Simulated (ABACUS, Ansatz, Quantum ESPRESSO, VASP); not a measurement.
One calculation of SrCl2, 4 ways

```
Sr Cl
1.0
     0.00000    3.48835    3.48835
     3.48835    0.00000    3.48835
     3.48835    3.48835    0.00000
Sr Cl
1 2
Direct
  0.00000 0.00000 0.00000
  0.75000 0.75000 0.75000
  0.25000 0.25000 0.25000
```

Alike in all runs: task equation of state; functional PBE; k mesh 7 × 7 × 7; occupations fermi-dirac, width 0.05 eV; no spin polarisation; no spin-orbit coupling.

| program and potentials | plane-wave cutoff (eV) | notes | equilibrium volume (Å³/atom) | bulk modulus (GPa) |
| --- | --- | --- | --- | --- |
| VASP, PBE PAW files Cl, Sr_sv, 520 eV | 520 | - | 29.20 | 33.6 |
| ABACUS, PseudoDojo NC SR 0.4.1 PBE standard, plane waves | 925 | - | 29.07 | 33.7 |
| Ansatz, all-electron LAPW, scalar-relativistic | - | - | 29.09 | 33.6 |
| Quantum ESPRESSO, SSSP 1.3 efficiency PBE | 748 | - | ? | ? |

Estimate from the other rows what the run with Quantum ESPRESSO, SSSP 1.3 efficiency PBE gave.

Equilibrium volume 29.08 Å³/atom; bulk modulus 33.7 GPa. The other rows, which needn't bracket it: equilibrium volume 29.07 to 29.20; bulk modulus 33.6 to 33.7.
